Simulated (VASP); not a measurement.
# NbP (I4_1md) in VASP: further runs

Runs on NbP. Level: PBE. Tasks: relaxation of cell and atoms.

Everything below comes from runs of VASP 6.6.1. Logs are shortened: lines on timing, memory, paths and dates and some standing lists are left out, and cuts for length are marked.

## Step 1: The structure

The structure is tetragonal, space group I4_1md (No. 109). The conventional cell has a = 3.350 Å, b = 3.350 Å, c = 11.480 Å, α = 90.00°, β = 90.00°, γ = 90.00°. Nb (site symmetry 2mm) is surrounded by 6 P at 2.55 Å. P (site symmetry 2mm) has 6 Nb at 2.55 Å as nearest neighbours.

The cell is a database's computed one.

## Step 2: Relaxation of cell and atoms, PBE

The input, INCAR:

```
  PREC = Accurate
  ENCUT = 520
  EDIFF = 1E-7
  ISMEAR = 0
  SIGMA = 0.1
  LREAL = False
  LASPH = True
  NELM = 80
  ALGO = Normal
  ISIF = 3
  LWAVE = False
  LCHARG = False
  GGA = PE
  IBRION = 2
  NSW = 80
  EDIFFG = -0.002
  AMIX = 0.2
```

The input, KPOINTS:

```
Automatic mesh
0
Gamma
  18 18 18
```

The input, POSCAR:

```
NbP
1.0
   -1.6749232500      1.6749232500      5.7401081800
    1.6749232500     -1.6749232500      5.7401081800
    1.6749232500      1.6749232500     -5.7401081800
Nb P
2 2
Direct
    0.7498808000      0.7498808000      0.0000000000
    0.4998808000      0.9998808000      0.5000000000
    0.3327477700      0.3327477700      0.0000000000
    0.0827477800      0.5827477800      0.5000000000
```

Potentials or basis: VASP PAW PBE potentials, release 64 (Nb_sv, P).

On the command line:

```console
> cat potpaw_PBE.64/Nb_sv/POTCAR potpaw_PBE.64/P/POTCAR > POTCAR
> mpirun -np 1 vasp_std > vasp.out
```

OUTCAR:

```text
PREC = Accurate
   ENCUT = 520
   EDIFF = 1E-7
   ISMEAR = 0
   LREAL = False
   LASPH = True
   NELM = 80
   ISIF = 3
   GGA = PE
   IBRION = 2
   NSW = 80
   EDIFFG = -0.002
   AMIX = 0.2

 ion  position               nearest neighbor table
   1  0.750  0.750  0.000-   4 2.55   4 2.55   3 2.55   3 2.55   3 2.55   3 2.55
   2  0.500  1.000  0.500-   3 2.55   3 2.55   4 2.55   4 2.55   4 2.55   4 2.55
   3  0.333  0.333  0.000-   2 2.55   2 2.55   1 2.55   1 2.55   1 2.55   1 2.55
   4  0.083  0.583  0.500-   1 2.55   1 2.55   2 2.55   2 2.55   2 2.55   2 2.55

  LATTYP: Found a body centered tetragonal cell.
 ALAT       =     3.3498465000
 C/A-ratio  =     3.4270872889

  Lattice vectors:

 A1 = (  -1.6749232500,   1.6749232500,   5.7401081800)
 A2 = (   1.6749232500,  -1.6749232500,   5.7401081800)
 A3 = (   1.6749232500,   1.6749232500,  -5.7401081800)

Analysis of symmetry for initial positions (statically):
=====================================================================
 Subroutine PRICEL returns:
 Original cell was already a primitive cell.

 Routine SETGRP: Setting up the symmetry group for a
 body centered tetragonal supercell.

 Subroutine GETGRP returns: Found  8 space group operations
 (whereof  4 operations were pure point group operations)
 out of a pool of 16 trial point group operations.

The static configuration has the point symmetry C_2v.
 The point group associated with its full space group is C_4v.

Analysis of symmetry for dynamics (positions and initial velocities):
=====================================================================
 Subroutine PRICEL returns:
 Original cell was already a primitive cell.

 Routine SETGRP: Setting up the symmetry group for a
 body centered tetragonal supercell.

 Subroutine GETGRP returns: Found  8 space group operations
 (whereof  4 operations were pure point group operations)
 out of a pool of 16 trial point group operations.

The dynamic configuration has the point symmetry C_2v.
 The point group associated with its full space group is C_4v.

 Subroutine INISYM returns: Found  8 space group operations
 (whereof  4 operations are pure point group operations),
 and found     1 'primitive' translations

----------------------------------------------------------------------------------------

[... 99 lines left out ...]
   NSW    =     80    number of steps for IOM
   IBRION =      2    ionic relax: 0-MD 1-quasi-New 2-CG
   NFREE  =      1    steps in history (QN), initial steepest desc. (CG)
   ISIF   =      3    stress and relaxation
   ISYM   =      2    0-nonsym 1-usesym 2-fastsym
   POTIM  = 0.5000    time-step for ionic-motion
   TEBEG  =    0.0;   TEEND  =   0.0 temperature during run
   PSTRESS=    0.0 pullay stress
   NELECT =      36.0000    total number of electrons
   NUPDOWN=      -1.0000    fix difference up-down
   EMIN   =  10.00;   EMAX   =-10.00  energy-range for DOS
   EFERMI =   0.00;   METHOD = LEGACY
   ISMEAR =     0;   SIGMA  =   0.10  broadening in eV -4-tet -1-fermi 0-gaus
   EFERMI_NEDOS =   21; number of points for ismear=-14 and -15
   IALGO  =     38    algorithm
   IMIX   =      4    mixing-type and parameters
     AMIX     =   0.20;   BMIX     =  1.00
     AMIX_MAG =   0.80;   BMIX_MAG =  1.00
  volume/ion in A,a.u.               =      16.10       108.67
  Fermi-wavevector in a.u.,A,eV,Ry     =   1.348504  2.548304 24.741706  1.818464
  Thomas-Fermi vector in A             =   2.476168
   LORBIT       =      0    0 simple, 1 ext, 2 COOP (PROOUT), +10 PAW based schemes
   GGA     = PE    functional components
   LHFCALC =     F    Hartree Fock is set to
   AEXX    =    0.0000 exact exchange contribution
   IVDW    =     0    specifies the selected vdW correction
   LEPSILON=     F    determine dielectric tensor
   LRPA    =     F    only Hartree local field effects (RPA)
 conjugate gradient relaxation of ions
 non-spin polarized calculation
 Gauss-broadening in eV      SIGMA  =   0.10
  energy-cutoff  :      520.00
  volume of cell :       64.41
 maximum number of plane-waves:      1756
 NGX is ok and might be reduce to    48
   NGX = 23   NGY = 23   NGZ = 23

--------------------------------------- Ionic step        1  -------------------------------------------

 number of electron      35.9999999 magnetization

 Free energy of the ion-electron system (eV)
  ---------------------------------------------------
  ext. energy  EPLUGINS =         0.00000000
  ---------------------------------------------------
  free energy    TOTEN  =       -35.31909677 eV

  energy without entropy =      -35.31717330  energy(sigma->0) =      -35.31813504

------------------------ aborting loop because EDIFF is reached ----------------------------------------

  FORCE on cell =-STRESS in cart. coord.  units (eV):
  Direction    XX          YY          ZZ          XY          YZ          ZX
  --------------------------------------------------------------------------------------
  -------------------------------------------------------------------------------------
  Total       -0.5467512     -0.5467512     -0.6966339      0.0000000      0.0000000      0.0000000
  in kB      -13.5997359    -13.5997359    -17.3278747      0.0000000      0.0000000      0.0000000
  external PRESSURE =     -14.8424488 kB  Pullay stress =       0.0000000 kB
[... 215 lines left out ...]
--------------------------------------- Ionic step        7  -------------------------------------------

 number of electron      36.0000000 magnetization

 Free energy of the ion-electron system (eV)
  ---------------------------------------------------
  ext. energy  EPLUGINS =         0.00000000
  ---------------------------------------------------
  free energy    TOTEN  =       -35.32184838 eV

  energy without entropy =      -35.31987008  energy(sigma->0) =      -35.32085923

 E-fermi :  10.6740     XC(G=0): -12.0298

 val. band max:       10.6523838370   @ k =  -0.1667  -0.4444   0.1667
 cond. band min:      10.6777796917   @ k =  -0.0556  -0.4444   0.0556
 fundamental gap:      0.0253958547
 Fermi energy:        10.6739730164

 k-point     1 :       0.0000    0.0000    0.0000
  band No.  band energies     occupation
      1     -44.2546      2.00000
      2     -44.2156      2.00000
      3     -20.5253      2.00000
      4     -20.3198      2.00000
      5     -20.3198      2.00000
      6     -20.1751      2.00000
[... 589 lines left out ...]
     21      12.5139      0.00000
     22      13.4451      0.00000

 [... further k-points ...]
[... 5 lines left out ...]
  --------------------------------------------------------------------------------------
  -------------------------------------------------------------------------------------
  Total        0.0028217      0.0028217     -0.0035533      0.0000000      0.0000000      0.0000000
  in kB        0.0707759      0.0707759     -0.0891246      0.0000000      0.0000000      0.0000000
  external PRESSURE =       0.0174757 kB  Pullay stress =       0.0000000 kB
[... 19 lines left out ...]
  FREE ENERGIE OF THE ION-ELECTRON SYSTEM (eV)
  ---------------------------------------------------
  free  energy   TOTEN  =       -35.3218483828 eV

  energy  without entropy=      -35.3198700805  energy(sigma->0) =      -35.32085923

 reached required accuracy - stopping structural energy minimisation
```

OSZICAR:

```text
N       E                     dE             d eps       ncg     rms          rms(c)
DAV:   1     0.364598661424E+03    0.36460E+03   -0.19543E+04 21152   0.163E+03
DAV:   2    -0.482047560738E+01   -0.36942E+03   -0.36310E+03 25674   0.598E+02
DAV:   3    -0.357480837642E+02   -0.30928E+02   -0.30511E+02 38202   0.125E+02
DAV:   4    -0.376211520084E+02   -0.18731E+01   -0.18644E+01 32292   0.260E+01
[... 71 lines left out ...]
   6 F= -.35321848E+02 E0= -.35320859E+02  d E =-.130072E-04
       N       E                     dE             d eps       ncg     rms          rms(c)
DAV:   1    -0.353218475023E+02    0.20793E-06   -0.13218E-04 24024   0.114E-01    0.288E-03
DAV:   2    -0.353218483790E+02   -0.87669E-06   -0.90307E-06 28602   0.291E-02    0.123E-03
DAV:   3    -0.353218483828E+02   -0.38563E-08   -0.18516E-07 20038   0.428E-03
   7 F= -.35321848E+02 E0= -.35320859E+02  d E =-.136431E-04
```

It took 1.9 h on 1 thread of AMD EPYC 7R13 (Zen 3), shared host; peak memory 0.77 GiB.

Results:

* Free energy: -35.3218 eV
* Relaxed volume: 15.97 Å³/atom
* Relaxed cell: a = 6.180 Å, b = 6.180 Å, c = 6.180 Å, α = 148.60°, β = 148.60°, γ = 45.00°
* Space group after relaxing (to 0.05 Å): I4_1md (No. 109)
* Energy gained by relaxing: 0.7 meV/atom
* Ionic steps: 7
* Pressure after relaxing: 0.0 GPa
* Band gap on the k mesh: none (metal or under the smearing width)

The path:
```tsv
step	energy change (eV)	largest force (eV/Å)	pressure (GPa)	volume (Å³)
1	0.0000	0.0133	-1.48	64.41
2	0.0044	0.0179	2.66	63.03
3	-0.0025	0.0148	0.03	63.89
4	-0.0027	0.0132	0.01	63.88
5	-0.0027	0.0124	0.00	63.88
6	-0.0028	0.0027	0.00	63.88
7	-0.0028	0.0000	0.00	63.88
```

Final structure:
```yaml
crystal:
  lattice:
    - [-1.67242, 1.67242, 5.70937]
    - [1.67242, -1.67242, 5.70937]
    - [1.67242, 1.67242, -5.70937]
  atoms:
    - { symbol: Nb, position: [0.75003, 0.75003, 0.00000] }
    - { symbol: Nb, position: [0.50003, 0.00003, 0.50000] }
    - { symbol: P, position: [0.33260, 0.33260, 0.00000] }
    - { symbol: P, position: [0.08260, 0.58260, 0.50000] }
```

(Continued in part 2 of 2.)
